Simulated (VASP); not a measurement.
# CO2 (P1) in VASP: notebook

The runs below take CO2 through single point, with LDA.

Program: VASP 6.6.1. These are calculated values, not measurements. Logs are shortened: lines on timing, memory, paths and dates and some standing lists are left out, and cuts for length are marked.

## Step 1: The crystal as given

The typed cell holds 6 atoms: a = 4.110 Å, b = 4.110 Å, c = 4.110 Å, α = 122.55°, β = 122.55°, γ = 85.63°.

The cell comes from a database or a generator and needn't be the stable form of this composition.

## Step 2: Single point, LDA

File INCAR:

```
SYSTEM = CO2
PREC = Accurate
ENCUT = 520
EDIFF = 1E-7
ISMEAR = -1
SIGMA = 0.15
LREAL = .FALSE.
LASPH = .TRUE.
NELM = 100
ALGO = Normal
ISIF = 2
LWAVE = .FALSE.
LCHARG = .FALSE.
NBANDS = 25
```

File KPOINTS:

```
regular mesh
0
G
  2 2 2
  0 0 0
```

File POSCAR:

```
CO2
1.0
   -1.9750370000      1.9750370000      3.0145320000
    1.9750370000     -1.9750370000      3.0145320000
    1.9750370000      1.9750370000     -3.0145320000
C O
2 4
Direct
    0.7305944887      0.2277446687      0.4593529134
    0.0054079453     -0.0008056092     -0.0028207067
    0.6927536493      0.1159069876      0.0706880428
    0.0400880698      0.6148294543      0.9240538279
    0.3793320491      0.3085751468      0.4383520410
    0.8865785005      0.9802205437      0.5763028743
```

Potentials or basis: VASP PAW LDA potentials, release 64 (C, O).

Run with:

```console
cat potpaw_LDA.64/C/POTCAR potpaw_LDA.64/O/POTCAR > POTCAR
mpirun -np 1 vasp_std > vasp.out
```

OUTCAR:

```text
SYSTEM = CO2
   PREC = Accurate
   ENCUT = 520
   EDIFF = 1E-7
   ISMEAR = -1
   LREAL = .FALSE.
   LASPH = .TRUE.
   NELM = 100
   ISIF = 2

 ion  position               nearest neighbor table
   1  0.731  0.228  0.459-   3 1.32   6 1.33   5 1.42   4 1.49
   2  0.005  0.999  0.997-   5 1.44   4 1.45   3 1.46   6 1.48
   3  0.693  0.116  0.071-   1 1.32   2 1.46
   4  0.040  0.615  0.924-   2 1.45   1 1.49
   5  0.379  0.309  0.438-   1 1.42   2 1.44
   6  0.887  0.980  0.576-   1 1.33   2 1.48

  LATTYP: Found a body centered tetragonal cell.
 ALAT       =     3.9500740000
 C/A-ratio  =     1.5263167222

  Lattice vectors:

 A1 = (  -1.9750370000,   1.9750370000,   3.0145320000)
 A2 = (   1.9750370000,  -1.9750370000,   3.0145320000)
 A3 = (   1.9750370000,   1.9750370000,  -3.0145320000)

Analysis of symmetry for initial positions (statically):
=====================================================================
 Subroutine PRICEL returns:
 Original cell was already a primitive cell.

 Routine SETGRP: Setting up the symmetry group for a
 body centered tetragonal supercell.

 Subroutine GETGRP returns: Found  1 space group operations
 (whereof  1 operations were pure point group operations)
 out of a pool of 16 trial point group operations.

The static configuration has the point symmetry C_1 .

Analysis of symmetry for dynamics (positions and initial velocities):
=====================================================================
 Subroutine PRICEL returns:
 Original cell was already a primitive cell.

 Routine SETGRP: Setting up the symmetry group for a
 body centered tetragonal supercell.

 Subroutine GETGRP returns: Found  1 space group operations
 (whereof  1 operations were pure point group operations)
 out of a pool of 16 trial point group operations.

The dynamic configuration has the point symmetry C_1 .

 Subroutine INISYM returns: Found  1 space group operations
 (whereof  1 operations are pure point group operations),
 and found     1 'primitive' translations

----------------------------------------------------------------------------------------

                                     Primitive cell

  volume of cell :      47.0360

  direct lattice vectors                    reciprocal lattice vectors
    -1.975037000  1.975037000  3.014532000     0.000000000  0.253159814  0.165863225
     1.975037000 -1.975037000  3.014532000     0.253159814  0.000000000  0.165863225
     1.975037000  1.975037000 -3.014532000     0.253159814  0.253159814  0.000000000

  length of vectors
     4.109616221  4.109616221  4.109616221     0.302655747  0.302655747  0.358022043

  position of ions in fractional coordinates (direct lattice)
     0.730594489  0.227744669  0.459352913
     0.005407945  0.999194391  0.997179293
     0.692753649  0.115906988  0.070688043
     0.040088070  0.614829454  0.924053828
     0.379332049  0.308575147  0.438352041
     0.886578501  0.980220544  0.576302874

  ion indices of the primitive-cell ions
   primitive index   ion index
                 1           1
                 2           2
                 3           3
                 4           4
                 5           5
                 6           6

----------------------------------------------------------------------------------------

 KPOINTS: regular mesh

Automatic generation of k-mesh.
 Grid dimensions read from file:
 generate k-points for:    2    2    2

 Generating k-lattice:

  Cartesian coordinates                     Fractional coordinates (reciprocal lattice)
     0.000000000  0.126579907  0.082931613     0.500000000  0.000000000 -0.000000000
     0.126579907  0.000000000  0.082931613     0.000000000  0.500000000 -0.000000000
     0.126579907  0.126579907  0.000000000     0.000000000  0.000000000  0.500000000

  Length of vectors
     0.151327873  0.151327873  0.179011021

  Shift w.r.t. Gamma in fractional coordinates (k-lattice)
     0.000000000  0.000000000  0.000000000

 Subroutine IBZKPT returns following result:
 ===========================================

 Found      8 irreducible k-points:

 Following reciprocal coordinates:
            Coordinates               Weight
  0.000000  0.000000  0.000000      1.000000
  0.500000 -0.000000  0.000000      1.000000
 -0.000000  0.500000  0.000000      1.000000
 -0.000000  0.500000  0.500000      1.000000
  0.500000 -0.000000  0.500000      1.000000
  0.500000  0.500000  0.000000      1.000000
  0.000000  0.000000  0.500000      1.000000
  0.500000  0.500000  0.500000      1.000000
   k-points           NKPTS =      8   k-points in BZ     NKDIM =      8   number of bands    NBANDS=     25
   number of dos      NEDOS =    301   number of ions     NIONS =      6
   total plane-waves  NPLWV =  32768
   dimension x,y,z NGX =    32 NGY =   32 NGZ =   32
   dimension x,y,z NGXF=    64 NGYF=   64 NGZF=   64
   ions per type =               2   4
[... 51 lines left out ...]

 Free energy of the ion-electron system (eV)
  ---------------------------------------------------
  ext. energy  EPLUGINS =         0.00000000
  ---------------------------------------------------
  free energy    TOTEN  =       -48.23099198 eV

  energy without entropy =      -48.23099198  energy(sigma->0) =      -48.23099198

 E-fermi :   5.5851     XC(G=0): -11.7398

 val. band max:        2.2196884411   @ k =   0.5000  -0.0000   0.5000
 cond. band min:       8.8703982691   @ k =   0.0000   0.0000   0.0000
 fundamental gap:      6.6507098280
 Fermi energy:         5.5851483312

 k-point     1 :       0.0000    0.0000    0.0000
  band No.  band energies     occupation
      1     -21.6574      2.00000
      2     -16.8313      2.00000
      3     -16.7319      2.00000
      4     -15.4396      2.00000
      5     -11.9483      2.00000
      6      -7.4952      2.00000
[... 17 lines left out ...]
     24      16.6161      0.00000
     25      16.9468      0.00000

 k-point     2 :       0.5000   -0.0000    0.0000
  band No.  band energies     occupation
      1     -20.7419      2.00000
      2     -18.4346      2.00000
      3     -16.9882      2.00000
      4     -15.9649      2.00000
      5     -10.5571      2.00000
      6      -7.2295      2.00000
[... 17 lines left out ...]
     24      16.0304      0.00000
     25      16.8021      0.00000

 k-point     3 :      -0.0000    0.5000    0.0000
  band No.  band energies     occupation
      1     -20.9447      2.00000
      2     -17.6126      2.00000
      3     -16.8566      2.00000
      4     -16.7345      2.00000
      5     -10.6756      2.00000
      6      -7.4034      2.00000
[... 17 lines left out ...]
     24      16.1405      0.00000
     25      16.7221      0.00000

 k-point     4 :      -0.0000    0.5000    0.5000
  band No.  band energies     occupation
      1     -20.7163      2.00000
      2     -18.5805      2.00000
      3     -16.9468      2.00000
      4     -15.8331      2.00000
      5     -10.3101      2.00000
      6      -7.4961      2.00000
[... 17 lines left out ...]
     24      15.8280      0.00000
     25      16.5769      0.00000

 k-point     5 :       0.5000   -0.0000    0.5000
  band No.  band energies     occupation
      1     -20.4917      2.00000
      2     -19.0986      2.00000
      3     -16.8051      2.00000
      4     -15.6577      2.00000
      5     -10.2226      2.00000
      6      -7.5741      2.00000
[... 17 lines left out ...]
     24      15.8864      0.00000
     25      16.3515      0.00000

 k-point     6 :       0.5000    0.5000    0.0000
  band No.  band energies     occupation
      1     -20.2076      2.00000
      2     -19.0492      2.00000
      3     -17.0934      2.00000
      4     -16.0254      2.00000
      5      -9.8691      2.00000
      6      -8.6663      2.00000
[... 17 lines left out ...]
     24      16.2590      0.00000
     25      16.7942      0.00000

 k-point     7 :       0.0000    0.0000    0.5000
  band No.  band energies     occupation
      1     -20.1648      2.00000
      2     -19.0986      2.00000
      3     -17.0060      2.00000
      4     -16.1737      2.00000
      5      -9.6462      2.00000
      6      -8.7838      2.00000
[... 17 lines left out ...]
     24      16.2818      0.00000
     25      16.6230      0.00000

 k-point     8 :       0.5000    0.5000    0.5000
  band No.  band energies     occupation
      1     -20.1871      2.00000
      2     -19.0925      2.00000
      3     -16.9567      2.00000
      4     -16.5422      2.00000
      5      -8.4867      2.00000
      6      -8.1751      2.00000
[... 17 lines left out ...]
     24      16.4163      0.00000
     25      17.3720      0.00000

------------------------ aborting loop because EDIFF is reached ----------------------------------------

  FORCE on cell =-STRESS in cart. coord.  units (eV):
  Direction    XX          YY          ZZ          XY          YZ          ZX
  --------------------------------------------------------------------------------------
  -------------------------------------------------------------------------------------
  Total       -4.5556963     -4.3154095     -4.3020555     -0.8253548      0.3779846      0.7178138
  in kB     -155.1797263   -146.9948887   -146.5400157    -28.1138889     12.8752116     24.4507422
  external PRESSURE =    -149.5715436 kB  Pullay stress =       0.0000000 kB

 VOLUME and BASIS-vectors are now :
 -----------------------------------------------------------------------------
  energy-cutoff  :      520.00
  volume of cell :       47.04
      direct lattice vectors                 reciprocal lattice vectors
    -1.975037000  1.975037000  3.014532000     0.000000000  0.253159814  0.165863225
     1.975037000 -1.975037000  3.014532000     0.253159814  0.000000000  0.165863225
     1.975037000  1.975037000 -3.014532000     0.253159814  0.253159814  0.000000000

 POSITION                                       TOTAL-FORCE (eV/Angst)
 -----------------------------------------------------------------------------------
     -0.08591      1.90039      1.50421         3.243452      1.560028      0.218256
      3.93223      0.00670      0.02238         0.288782      0.051741     -0.673328
     -0.99968      1.27891      2.22464        -1.243635     -0.449479      1.713724
      2.96018      0.68991     -0.81132         1.390801     -2.471182      2.840227
      0.72601      1.00551      0.75229        -2.845154     -1.518141     -0.692119
      1.32317      0.95327      3.89024        -0.834246      2.827033     -3.406760
 -----------------------------------------------------------------------------------
    total drift:                               -0.000260     -0.000144      0.000082

  FREE ENERGIE OF THE ION-ELECTRON SYSTEM (eV)
  ---------------------------------------------------
  free  energy   TOTEN  =       -48.2309919833 eV

  energy  without entropy=      -48.2309919826  energy(sigma->0) =      -48.23099198
```

Wall time 4.1 s (1 thread of Intel Xeon 6975P-C (Granite Rapids), shared host); peak memory 0.14 GiB.

Results:

```
Free energy            : -48.2310 eV
Pressure               : -15.0 GPa
Largest force          : 4.505 eV/Å
Band gap on the k mesh : 6.65 eV, indirect (least direct gap 7.11 eV)
```

Forces on the atoms (eV/Å):
```
C    3.243  1.560  0.218
C    0.289  0.052 -0.673
O   -1.244 -0.449  1.714
O    1.391 -2.471  2.840
O   -2.845 -1.518 -0.692
O   -0.834  2.827 -3.407
```

Caveat: the k mesh is coarse (spacing up to 1.12 Å⁻¹), so the values aren't converged; forces of over 1 eV/Å show positions far from the minimum, so gaps and moduli don't describe the material at rest. A k mesh can miss the band edges.

## Step 3: Single point, LDA

This run uses another cell than the first one, of 7.87 Å³/atom, 1.003 times its volume.

File INCAR:

```
SYSTEM = CO2
PREC = Accurate ; ENCUT = 520
EDIFF = 1E-7 ; ISMEAR = -1
SIGMA = 0.15 ; LREAL = .FALSE.
LASPH = .TRUE. ; NELM = 100
ALGO = Normal ; ISIF = 2
LWAVE = .FALSE. ; LCHARG = .FALSE.
NBANDS = 25
```

File KPOINTS:

```
Automatic mesh
0
G
  2 2 2
  0 0 0
```

File POSCAR:

```
CO2
1.0
   -1.9772090000      1.9772090000      3.0178470000
    1.9772090000     -1.9772090000      3.0178470000
    1.9772090000      1.9772090000     -3.0178470000
C O
2 4
Direct
    0.7366245758      0.2421588921      0.4780430395
    0.0049110206     -0.0021668857     -0.0090782006
    0.6975202296      0.1057954802      0.0529784661
    0.0355790302      0.6431038290      0.9086988275
    0.3748887457      0.2747531505      0.4093775620
    0.8964055938      0.9669866502      0.5836805821
```

Potentials or basis: VASP PAW LDA potentials, release 64 (C, O).

Run with:

```console
cat potpaw_LDA.64/C/POTCAR potpaw_LDA.64/O/POTCAR > POTCAR
mpirun -np 1 vasp_std > vasp.out
```

Wall time 3.8 s (1 thread of Intel Xeon 6975P-C (Granite Rapids), shared host); peak memory 0.14 GiB.

Results (log left out):

| Property | Result |
| --- | --- |
| Free energy | -48.7388 eV |
| Pressure | -10.1 GPa |
| Largest force | 3.653 eV/Å |
| Band gap on the k mesh | 7.11 eV, indirect (least direct gap 7.49 eV) |

Forces in eV/Å, atoms in the order of the input:
```
C   -0.490  0.931  1.094
C    0.462 -1.258 -0.032
O    1.670  0.648 -0.138
O   -3.101  0.436 -1.881
O    0.393 -0.058  0.787
O    1.065 -0.699  0.170
```

Stress tensor (GPa, compression positive):
```
 -9.98  -6.06   5.86
 -6.06  -8.45  -0.71
  5.86  -0.71 -11.72
```

Levels at points of the mesh, in eV from the valence-band top:
| k point | band 12 | band 13 | band 14 | band 15 | band 16 | band 17 | band 18 | band 19 | band 20 | band 21 |
| --- | --- | --- | --- | --- | --- | --- | --- | --- | --- | --- |
| (0.00, 0.00, 0.00) | -1.45 | -1.28 | -0.94 | -0.89 | -0.63 | 7.11 | 8.16 | 8.65 | 9.31 | 11.76 |
| (0.50, 0.00, 0.00) | -2.42 | -1.80 | -1.72 | -0.53 | -0.08 | 7.49 | 8.88 | 9.20 | 10.46 | 12.03 |
| (0.00, 0.50, 0.00) | -2.70 | -1.91 | -1.42 | -0.49 | -0.08 | 7.76 | 8.79 | 9.18 | 9.49 | 11.95 |
| (0.00, 0.50, 0.50) | -2.39 | -1.92 | -1.33 | -0.37 | -0.12 | 7.37 | 8.52 | 9.35 | 10.05 | 11.86 |
| (0.50, 0.00, 0.50) | -2.08 | -1.75 | -1.40 | -0.72 | -0.08 | 7.46 | 8.92 | 9.37 | 9.85 | 11.70 |
| (0.50, 0.50, 0.00) | -2.66 | -0.91 | -0.68 | -0.60 | -0.33 | 7.45 | 8.19 | 9.23 | 10.27 | 11.18 |
| (0.00, 0.00, 0.50) | -2.82 | -1.01 | -0.83 | -0.64 | -0.50 | 8.53 | 8.86 | 9.15 | 9.51 | 10.75 |
| (0.50, 0.50, 0.50) | -3.07 | -2.89 | -2.77 | -0.25 | 0.00 | 8.04 | 8.68 | 9.48 | 10.26 | 11.20 |

Caveat: the k mesh is coarse (spacing up to 1.12 Å⁻¹), so the values aren't converged; forces of over 1 eV/Å show positions far from the minimum, so gaps and moduli don't describe the material at rest. A k mesh can miss the band edges.

## Step 4: Single point, LDA

This run uses another cell than the first one, of 7.90 Å³/atom, 1.008 times its volume.

File INCAR:

```
PREC     = Accurate       # precision mode
ENCUT    = 520            # plane-wave cutoff, eV
EDIFF    = 1E-6           # SCF threshold, eV
ISMEAR   = -1             # smearing method
SIGMA    = 0.15           # smearing width, eV
LREAL    = F              # projectors in reciprocal space
LASPH    = T              # aspherical terms in the spheres
NELM     = 100            # most SCF steps
ALGO     = Fast           # electronic algorithm
ISIF     = 2              # what is computed and relaxed
LWAVE    = F              # write WAVECAR
LCHARG   = F              # write CHGCAR
NBANDS   = 25             # bands
```

File KPOINTS:

```
Automatic mesh
0
Gamma
  2 2 2
```

File POSCAR:

```
CO2
1.0
   -1.9800650000      1.9800650000      3.0222050000
    1.9800650000     -1.9800650000      3.0222050000
    1.9800650000      1.9800650000     -3.0222050000
C O
2 4
Direct
    0.7640718932      0.2578430573      0.4990159414
    0.0015226143      0.0075749409     -0.0138525755
    0.7259510754      0.1220706472      0.0809430498
    0.0224484120      0.6174599394      0.8665253413
    0.3824973834      0.2595491469      0.3949236515
    0.8976920497      0.9571105537      0.5839073465
```

Run with:

```console
cat potpaw_LDA.64/C/POTCAR potpaw_LDA.64/O/POTCAR > POTCAR
mpirun -np 1 vasp_std > vasp.out
```

Wall time 4.4 s (1 thread of Intel Xeon 6975P-C (Granite Rapids), shared host); peak memory 0.14 GiB.

The run converged. Its results:

- Free energy: -48.7201 eV
- Pressure: -2.6 GPa
- Largest force: 2.350 eV/Å
- Band gap on the k mesh: 7.26 eV, indirect (least direct gap 7.34 eV)

Forces on the atoms (eV/Å):
```
C   -1.806 -0.849 -0.829
C   -0.888  0.843 -0.547
O   -0.303 -0.603  0.124
O    0.856  2.170 -0.286
O    0.990  0.051  0.352
O    1.151 -1.612  1.187
```

Stress tensor (GPa, compression positive):
```
-1.63  4.80  3.50
 4.80  0.46 -1.48
 3.50 -1.48 -6.59
```

Levels at points of the mesh, in eV from the valence-band top:
| k point | band 14 | band 15 | band 16 | band 17 | band 18 | band 19 |
| --- | --- | --- | --- | --- | --- | --- |
| (0.00, 0.00, 0.00) | -1.13 | -1.07 | -0.62 | 7.26 | 8.27 | 8.96 |
| (0.50, 0.00, 0.00) | -1.46 | -0.54 | 0.00 | 7.34 | 9.10 | 9.70 |
| (0.00, 0.50, 0.00) | -1.68 | -0.57 | -0.18 | 7.76 | 8.84 | 9.41 |
| (0.00, 0.50, 0.50) | -1.46 | -0.60 | -0.27 | 7.88 | 8.94 | 9.93 |
| (0.50, 0.00, 0.50) | -1.42 | -0.69 | -0.09 | 7.63 | 9.02 | 9.10 |
| (0.50, 0.50, 0.00) | -0.95 | -0.68 | -0.48 | 8.75 | 9.18 | 9.30 |
| (0.00, 0.00, 0.50) | -0.93 | -0.65 | -0.30 | 7.45 | 8.72 | 9.35 |
| (0.50, 0.50, 0.50) | -2.77 | -0.18 | -0.12 | 8.39 | 8.92 | 10.17 |

Caveat: the k mesh is coarse (spacing up to 1.12 Å⁻¹), so the values aren't converged; forces of over 1 eV/Å show positions far from the minimum, so gaps and moduli don't describe the material at rest. Expect the measured gap to be larger: semilocal functionals such as LDA lack the derivative discontinuity.

## Step 5: Summary

| cell | gap on the mesh (eV) | pressure (GPa) | largest force (eV/Å) |
| --- | --- | --- | --- |
| P1, 7.84 Å³/atom | 6.65 | -15.0 | 4.50 |
| P1, 7.87 Å³/atom | 7.11 | -10.1 | 3.65 |
| P1, 7.9 Å³/atom | 7.26 | -2.6 | 2.35 |

Alike in all rows: task single point; level LDA; potentials or basis VASP PAW LDA potentials, release 64 (C, O); no spin polarisation; k mesh 2 × 2 × 2; cutoff (eV) 520; smearing fermi-dirac 0.15 eV; the mesh is coarse, so values aren't converged.

Caveats: all runs use coarse meshes; forces of over 1 eV/Å show positions far from the minimum, so gaps and moduli don't describe the material at rest.

Total energies depend on the potentials used, so only differences within one code and one set of settings carry meaning.
